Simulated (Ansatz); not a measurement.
# Ag(100) / 1 layer Pd(100) / Ag(100): resistance against film thickness

How does the resistance across the layers grow with the film in Ag(100) / 1 layer Pd(100) / Ag(100)?

Method: Ansatz plane-wave DFT, PBE, PAW files; ballistic transport by layer matching (Landauer), zero bias; PAW set soft_1, in Ansatz 0.2.0.

Most raw output is cut from this account.

## (1) Starting point

The cell holds 10 atoms: 9 Ag and 1 Pd. Its edges and angles: a = 2.889 Å, b = 2.889 Å, c = 20.150 Å, α = 90.0°, β = 90.0°, γ = 90.0°. It derives from Ag and Pd. Regions: lead, 9 atoms (9 Ag); films, 1 atom (1 Pd). The structure is stacked along c, and the current runs across the ab planes.

## (2) With 1 layer

The film is laid into the lead at the lead's in-plane lattice, and the cell closes on the lead's own image. The mesh across the current, 26×26, is finer than the density's, because channels open and close sharply across the zone. Energies from -1 to 1 eV in steps of 0.036 eV cover the slope of the Fermi function at 300 K, so the program can form a conductance.

Contents of input.yaml:

```yaml
crystal:
  lattice:
    - [2.8893797293, 0.0, 0.0]
    - [0.0, 2.8893797293, 0.0]
    - [0.0, 0.0, 20.1503328595]
  atoms:
    - { symbol: Ag, position: [0.0, 0.0, 0.050696433] }
    - { symbol: Ag, position: [0.5, 0.5, 0.152089299] }
    - { symbol: Ag, position: [0.0, 0.0, 0.2534821651] }
    - { symbol: Ag, position: [0.5, 0.5, 0.3548750311] }
    - { symbol: Pd, position: [0.0, 0.0, 0.449303567] }
    - { symbol: Ag, position: [0.5, 0.5, 0.5437321029] }
    - { symbol: Ag, position: [0.0, 0.0, 0.6451249689] }
    - { symbol: Ag, position: [0.5, 0.5, 0.7465178349] }
    - { symbol: Ag, position: [0.0, 0.0, 0.847910701] }
    - { symbol: Ag, position: [0.5, 0.5, 0.949303567] }
kpoints:
  mp_grid: { grid: [13, 13, 2] }
hamiltonian:
  xc: pbe
  pseudopotentials: { kind: paw, azcp: { folder: soft_1 } }
scf:
  occupations: { method: fermi_dirac, width: 0.1 }
output:
  transmission: { leads: [[0, 1]], kmesh: [26, 26], e_range: [-1.0, 1.0], de: 0.036 }
  write_potential: true
  write_density: true
  volumetric_format: npy
  elf: true
```

Command:

```console
ansatz run input.yaml --threads 4 --pin off --max-ram 8192MiB --backend cpu --events-out ev --progress --plain --runs-dir out
```

Wall time 2.3 min (4 threads of Arm Neoverse V1, shared host); peak memory 1.1 GiB.

This step gave:

* free energy: -75288.5343 eV
* energy at zero smearing: -75288.4896 eV
* Fermi energy: 17.45 eV
* cell area: 8.349 Å²
* step of the lead's potential: 2.9 meV
* ballistic conductance of the lead: 8.58e14 S/m²
* estimated errors of the lead's conductance: 0, 4.6, 0.8 % (band edges, k-mesh, distance from neutral)
* lead conductance per cell: 0.9242 G₀
* conductance of the junction: 7.05e14 S/m²
* junction conductance per cell: 0.7598 G₀
* estimated errors of the junction's conductance: 0, 0, 2.6, 0.2, 1.7 % (energy step, band edges, k-mesh, leads' steps, distance from neutral)
* area resistance that the stack adds (contact term taken off, spin by spin): 0.2523 fΩ m²

Per spin. Table of transmission, zone mean by energy, zero at the Fermi level:

| energy (eV) | transmission, zone mean |
| --- | --- |
| -1.000 | 0.466 |
| -0.928 | 0.471 |
| -0.856 | 0.503 |
| -0.784 | 0.551 |
| -0.712 | 0.576 |
| -0.676 | 0.605 |
| -0.604 | 0.635 |
| -0.532 | 0.648 |
| -0.460 | 0.658 |
| -0.388 | 0.677 |
| -0.316 | 0.692 |
| -0.244 | 0.710 |
| -0.172 | 0.725 |
| -0.100 | 0.733 |
| -0.028 | 0.752 |
| 0.008 | 0.762 |
| 0.080 | 0.782 |
| 0.152 | 0.799 |
| 0.224 | 0.804 |
| 0.296 | 0.810 |
| 0.368 | 0.819 |
| 0.440 | 0.825 |
| 0.512 | 0.834 |
| 0.584 | 0.841 |
| 0.656 | 0.842 |
| 0.692 | 0.844 |
| 0.764 | 0.848 |
| 0.836 | 0.855 |
| 0.908 | 0.859 |
| 0.980 | 0.861 |

Per spin. Table of open channels, zone mean, lead by energy, zero at the Fermi level:

| energy (eV) | open channels, zone mean, lead |
| --- | --- |
| -1.000 | 0.800 |
| -0.964 | 0.800 |
| -0.892 | 0.818 |
| -0.856 | 0.818 |
| -0.784 | 0.818 |
| -0.748 | 0.830 |
| -0.676 | 0.842 |
| -0.640 | 0.842 |
| -0.568 | 0.859 |
| -0.532 | 0.883 |
| -0.460 | 0.889 |
| -0.424 | 0.889 |
| -0.352 | 0.877 |
| -0.316 | 0.901 |
| -0.244 | 0.913 |
| -0.208 | 0.913 |
| -0.136 | 0.925 |
| -0.100 | 0.913 |
| -0.028 | 0.913 |
| 0.008 | 0.925 |
| 0.080 | 0.936 |
| 0.116 | 0.936 |
| 0.188 | 0.960 |
| 0.224 | 0.960 |
| 0.296 | 0.936 |
| 0.332 | 0.960 |
| 0.404 | 0.936 |
| 0.440 | 0.936 |
| 0.512 | 0.960 |
| 0.548 | 0.960 |
| 0.620 | 0.960 |
| 0.656 | 0.960 |
| 0.728 | 0.960 |
| 0.764 | 0.972 |
| 0.836 | 0.960 |
| 0.872 | 0.972 |
| 0.944 | 0.972 |
| 0.980 | 0.990 |

Transmission over k1 and k2. At 0.0080 eV from the Fermi level.

Ten even steps from '_' (0.00) to '@' (1.00):
```
__________........______--##--______........________
______==********++**%%@@@@@@@@@@%%**++********==____
____==%%@@@@@@@@@@@@@@@@@@@@@@@@@@@@@@@@@@@@@@%%==__
____**@@@@@@@@@@@@@@@@@@@@@@@@@@@@@@@@@@@@@@@@@@**__
__..**@@@@@@@@@@@@@@@@@@@@@@@@@@@@@@@@@@@@@@@@@@**..
__..**@@@@@@@@@@@@@@@@@@@@@@@@@@@@@@@@@@@@@@@@@@**..
__..**@@@@@@@@@@@@@@@@@@@@@@@@@@@@@@@@@@@@@@@@@@**..
....++@@@@@@@@@@@@@@@@@@@@@@@@@@@@@@@@@@@@@@@@@@++..
--__**@@@@@@@@@@@@@@@@@@@@@@@@@@@@@@@@@@@@@@@@@@**__
==__%%@@@@@@@@@@@@@@@@@@@@@@@@@@@@@@@@@@@@@@@@@@%%__
____@@@@@@@@@@@@@@@@@@@@@@@@@@@@@@@@@@@@@@@@@@@@@@__
__--@@@@@@@@@@@@@@@@@@@@@@@@@@@@@@@@@@@@@@@@@@@@@@--
__##@@@@@@@@@@@@@@@@@@@@@@@@@@@@@@@@@@@@@@@@@@@@@@##
__--@@@@@@@@@@@@@@@@@@@@@@@@@@@@@@@@@@@@@@@@@@@@@@--
____@@@@@@@@@@@@@@@@@@@@@@@@@@@@@@@@@@@@@@@@@@@@@@__
==__%%@@@@@@@@@@@@@@@@@@@@@@@@@@@@@@@@@@@@@@@@@@%%__
--__**@@@@@@@@@@@@@@@@@@@@@@@@@@@@@@@@@@@@@@@@@@**__
....++@@@@@@@@@@@@@@@@@@@@@@@@@@@@@@@@@@@@@@@@@@++..
__..**@@@@@@@@@@@@@@@@@@@@@@@@@@@@@@@@@@@@@@@@@@**..
__..**@@@@@@@@@@@@@@@@@@@@@@@@@@@@@@@@@@@@@@@@@@**..
__..**@@@@@@@@@@@@@@@@@@@@@@@@@@@@@@@@@@@@@@@@@@**..
____**@@@@@@@@@@@@@@@@@@@@@@@@@@@@@@@@@@@@@@@@@@**__
____==%%@@@@@@@@@@@@@@@@@@@@@@@@@@@@@@@@@@@@@@%%==__
______==********++**%%@@@@@@@@@@%%**++********==____
__________........______--##--______........________
________________..--==__________==--..______________
```
Columns: k1 (b1) from -0.5 to 0.462; rows upwards: k2 (b2) from -0.5 to 0.462.

Open channels over k1 and k2. At 0.0080 eV from the Fermi level.

Ten even steps from '_' (0.00) to '@' (2.00):
```
________++++++++++++++++++++++++++++++++++++++______
______++++++++++++++++++++++++++++++++++++++++++____
____++++++++++++++++++++++++++++++++++++++++++++++__
__++++++++++++++++++++++++++++++++++++++++++++++++++
__++++++++++++++++++++++++++++++++++++++++++++++++++
__++++++++++++++++++++++++++++++++++++++++++++++++++
__++++++++++++++++++++++++++++++++++++++++++++++++++
@@++++++++++++++++++++++++++++++++++++++++++++++++++
@@++++++++++++++++++++++++++++++++++++++++++++++++++
@@++++++++++++++++++++++++++++++++++++++++++++++++++
__++++++++++++++++++++++++++++++++++++++++++++++++++
__++++++++++++++++++++++++++++++++++++++++++++++++++
__++++++++++++++++++++++++++++++++++++++++++++++++++
__++++++++++++++++++++++++++++++++++++++++++++++++++
__++++++++++++++++++++++++++++++++++++++++++++++++++
@@++++++++++++++++++++++++++++++++++++++++++++++++++
@@++++++++++++++++++++++++++++++++++++++++++++++++++
@@++++++++++++++++++++++++++++++++++++++++++++++++++
__++++++++++++++++++++++++++++++++++++++++++++++++++
__++++++++++++++++++++++++++++++++++++++++++++++++++
__++++++++++++++++++++++++++++++++++++++++++++++++++
__++++++++++++++++++++++++++++++++++++++++++++++++++
____++++++++++++++++++++++++++++++++++++++++++++++__
______++++++++++++++++++++++++++++++++++++++++++____
________++++++++++++++++++++++++++++++++++++++______
________________@@@@@@__________@@@@@@______________
```
Columns: k1 (b1) from -0.5 to 0.462; rows upwards: k2 (b2) from -0.5 to 0.462.

Electrostatic potential energy in the ca plane at fractional y = 0.000, with atoms of Ag and Pd within 0.2 Å of it. With pseudopotentials it is smooth inside the atoms' cores, unlike the true potential.

Values in eV, 5 rows by 16 columns, each cell a mean:
```
 -2  -5  17  20   0  -6  15  20  -6 -19  17  20  -2  -5  17  20
 12   8  19  19  14   7  19  19  14   8  19  19  12   8  19  19
 18  17  19  18  18  17  19  18  19  18  19  19  18  17  19  18
  6   1  18  19   8  -1  18  19   7  -2  19  19   6   0  18  19
 -2  -2  16  20  -1  -1  14  20  -9 -21  16  20  -2  -2  16  20
```
Columns run along c (16.0 Å, from fractional 0.01 to 0.80 of the cell; values clipped at the 3rd and 97th percentile), rows up along a (2.9 Å). Atoms in or near the plane, at fractional coordinates: Ag at (0.05, 0.00), Ag at (0.25, 0.00), Pd at (0.45, 0.00), Ag at (0.65, 0.00).

Valence density in the ca plane at fractional y = 0.000, with atoms of Ag and Pd within 0.2 Å of it. It is the smooth field of the valence electrons, not physical close to the nuclei.

Ten steps, logarithmic in the rise over the least value, from '0' (0 e/Å³) to '9' (20 e/Å³), each cell a mean:
```
37997310000268984100002688741000036997410000
24665200000136653100001466521000014665200000
01332100000012321000001123210000001332100000
00110000000001100000000011100000000110000000
01111000000011110000000112100000001111000000
13453100000124542000001345320000013453100000
26886310000257874100002578631000026886310000
37998410000269985100003799841000037998410000
```
Columns run along c (16.0 Å, from fractional 0.01 to 0.80 of the cell), rows up along a (2.9 Å). Atoms in or near the plane, at fractional coordinates: Ag at (0.05, 0.00), Ag at (0.25, 0.00), Pd at (0.45, 0.00), Ag at (0.65, 0.00).

ELF in the ca plane at fractional y = 0.000, with atoms of Ag and Pd within 0.2 Å of it. It is the smooth field of the valence electrons, not physical close to the nuclei.

Ten even steps from '0' (0.15) to '9' (0.80), each cell a mean:
```
24775200000146853000002421330000014775200000
02443100000024431000001344310000002443100000
00110000000001110000000112100000000111000000
00000000000000000000000000000000000000000000
00000000000000000000000001000000000000000000
01332000000012320000000233210000001332000000
14564100000035652000001433420000014564100000
25895200000147963000002411341000025895300000
```
Columns run along c (16.0 Å, from fractional 0.01 to 0.80 of the cell), rows up along a (2.9 Å). Atoms in or near the plane, at fractional coordinates: Ag at (0.05, 0.00), Ag at (0.25, 0.00), Pd at (0.45, 0.00), Ag at (0.65, 0.00).

The lead's potential steps by 2.9 meV from period to period, small in itself. The program estimates the junction's conductance to 2.6 % from the k-mesh, 1.7 % from the leads' distance from neutral and 0.2 % from their steps.

By hand: 1/G − 1/G_lead = 1/0.7052 − 1/0.8578 = 0.252 fΩ m² with G in 10¹⁵ S/m².

## (3) With 3 layers, film layers 3

The stack now holds 3 film layers; the k-mesh follows the cell, and the energies span -0.27 to 0.27 eV.

System of this step: Ag(100) / 3 layers Pd(100) / Ag(100). The cell holds 12 atoms: 9 Ag and 3 Pd. Cell: a = 2.889 Å, b = 2.889 Å, c = 23.675 Å, α = 90.0°, β = 90.0°, γ = 90.0°. It derives from Ag and Pd. Regions: lead, 9 atoms (9 Ag); films, 3 atoms (3 Pd). The structure is stacked along c, and the current runs across the ab planes.

Contents of input.yaml:

```yaml
crystal:
  lattice:
    - [2.8893797293, 0.0, 0.0]
    - [0.0, 2.8893797293, 0.0]
    - [0.0, 0.0, 23.6751985785]
  atoms:
    - { symbol: Ag, position: [0.0, 0.0, 0.0431485293] }
    - { symbol: Ag, position: [0.5, 0.5, 0.129445588] }
    - { symbol: Ag, position: [0.0, 0.0, 0.2157426466] }
    - { symbol: Ag, position: [0.5, 0.5, 0.3020397052] }
    - { symbol: Pd, position: [0.0, 0.0, 0.3824093133] }
    - { symbol: Pd, position: [0.5, 0.5, 0.4568514707] }
    - { symbol: Pd, position: [0.0, 0.0, 0.5312936281] }
    - { symbol: Ag, position: [0.5, 0.5, 0.6116632361] }
    - { symbol: Ag, position: [0.0, 0.0, 0.6979602948] }
    - { symbol: Ag, position: [0.5, 0.5, 0.7842573534] }
    - { symbol: Ag, position: [0.0, 0.0, 0.870554412] }
    - { symbol: Ag, position: [0.5, 0.5, 0.9568514707] }
kpoints:
  mp_grid: { grid: [13, 13, 2] }
hamiltonian:
  xc: pbe
  pseudopotentials: { kind: paw, azcp: { folder: soft_1 } }
scf:
  occupations: { method: fermi_dirac, width: 0.1 }
output:
  transmission:
    leads: [[0, 1]]
    kmesh: [26, 26]
    e_range: [-0.27, 0.27]
    de: 0.036
  write_potential: true
  write_density: true
  volumetric_format: npy
```

It took 94 s on 4 threads; peak memory 1.4 GiB; 5.9 min of CPU time.

Numbers from this step:

- free energy: -89234.3017 eV
- energy at zero smearing: -89234.1820 eV
- Fermi energy: 17.76 eV
- step of the lead's potential: 3.6 meV
- ballistic conductance of the lead: 8.56e14 S/m²
- estimated errors of the lead's conductance: 0, 4.6, 0.6 % (band edges, k-mesh, distance from neutral)
- lead conductance per cell: 0.9222 G₀
- conductance of the junction: 5.62e14 S/m²
- junction conductance per cell: 0.6053 G₀
- estimated errors of the junction's conductance: 0.3, 0, 3.9, 1.6, 8.6 % (energy step, band edges, k-mesh, leads' steps, distance from neutral)
- area resistance that the stack adds (contact term taken off, spin by spin): 0.6116 fΩ m²

Per spin. Transmission, zone mean against energy, zero at the Fermi level:

| energy (eV) | transmission, zone mean |
| --- | --- |
| -0.270 | 0.457 |
| -0.234 | 0.444 |
| -0.198 | 0.445 |
| -0.162 | 0.438 |
| -0.126 | 0.425 |
| -0.090 | 0.484 |
| -0.054 | 0.526 |
| -0.018 | 0.579 |
| 0.018 | 0.645 |
| 0.054 | 0.668 |
| 0.090 | 0.678 |
| 0.126 | 0.685 |
| 0.162 | 0.690 |
| 0.198 | 0.693 |
| 0.234 | 0.696 |
| 0.270 | 0.698 |

The conductance of the junction is 5.6e14 S/m², 20 % under the 7.1e14 S/m² of the last finished run.

## (4) With 5 layers, k-mesh 13×13×1, film layers 5

The stack now holds 5 film layers; the k-mesh follows the cell, and the energies span -0.27 to 0.27 eV.

System of this step: Ag(100) / 5 layers Pd(100) / Ag(100). The cell holds 14 atoms: 9 Ag and 5 Pd. Its edges and angles: a = 2.889 Å, b = 2.889 Å, c = 27.200 Å, α = 90.0°, β = 90.0°, γ = 90.0°. It derives from Ag and Pd. Regions: lead, 9 atoms (9 Ag); films, 5 atoms (5 Pd). The structure is stacked along c, and the current runs across the ab planes.

input.yaml, the sections that differ from step 3:

```yaml
crystal:
  lattice:
    - [2.8893797293, 0.0, 0.0]
    - [0.0, 2.8893797293, 0.0]
    - [0.0, 0.0, 27.2000642975]
  atoms:
    - { symbol: Ag, position: [0.0, 0.0, 0.0375568965] }
    - { symbol: Ag, position: [0.5, 0.5, 0.1126706895] }
    - { symbol: Ag, position: [0.0, 0.0, 0.1877844826] }
    - { symbol: Ag, position: [0.5, 0.5, 0.2628982756] }
    - { symbol: Pd, position: [0.0, 0.0, 0.3328527584] }
    - { symbol: Pd, position: [0.5, 0.5, 0.3976479309] }
    - { symbol: Pd, position: [0.0, 0.0, 0.4624431035] }
    - { symbol: Pd, position: [0.5, 0.5, 0.527238276] }
    - { symbol: Pd, position: [0.0, 0.0, 0.5920334486] }
    - { symbol: Ag, position: [0.5, 0.5, 0.6619879314] }
    - { symbol: Ag, position: [0.0, 0.0, 0.7371017244] }
    - { symbol: Ag, position: [0.5, 0.5, 0.8122155174] }
    - { symbol: Ag, position: [0.0, 0.0, 0.8873293105] }
    - { symbol: Ag, position: [0.5, 0.5, 0.9624431035] }
kpoints:
  mp_grid: { grid: [13, 13, 1] }
# hamiltonian, scf, output: as in step 3
```

The job ended after 97 s (4 threads; peak memory 1.3 GiB).

This step gave:

```
free energy                                                                : -103180.1003 eV
energy at zero smearing                                                    : -103179.9387 eV
Fermi energy                                                               : 18.02 eV
step of the lead's potential                                               : 2.5 meV
ballistic conductance of the lead                                          : 8.55e14 S/m²
estimated errors of the lead's conductance                                 : 0, 4.6, 0.5 % (band edges, k-mesh, distance from neutral)
lead conductance per cell                                                  : 0.9209 G₀
conductance of the junction                                                : 5.42e14 S/m²
junction conductance per cell                                              : 0.5835 G₀
estimated errors of the junction's conductance                             : 0.3, 0, 5.6, 1.2, 0.2 % (energy step, band edges, k-mesh, leads' steps, distance from neutral)
area resistance that the stack adds (contact term taken off, spin by spin) : 0.6765 fΩ m²
```

Per spin. Table of transmission, zone mean by energy, zero at the Fermi level:

| energy (eV) | transmission, zone mean |
| --- | --- |
| -0.270 | 0.595 |
| -0.234 | 0.599 |
| -0.198 | 0.581 |
| -0.162 | 0.564 |
| -0.126 | 0.583 |
| -0.090 | 0.598 |
| -0.054 | 0.581 |
| -0.018 | 0.583 |
| 0.018 | 0.586 |
| 0.054 | 0.572 |
| 0.090 | 0.604 |
| 0.126 | 0.647 |
| 0.162 | 0.663 |
| 0.198 | 0.670 |
| 0.234 | 0.677 |
| 0.270 | 0.682 |

The conductance of the junction is 5.4e14 S/m², 3.6 % under the 5.6e14 S/m² of the last finished run, within the error estimates, leads' steps apart, of 8.6 and 5.6 %.

(Continued in part 2 of 2.)

[Logs are printed without paths, hosts, clocks, repeated set-up lines and the standing remarks that a program may print on its own settings, such as how far it seeks lower states.]

[Hosts, paths, dates, database ids (printed as entryN), source tags and the programs' standing remarks are cut or masked in the printed files.]
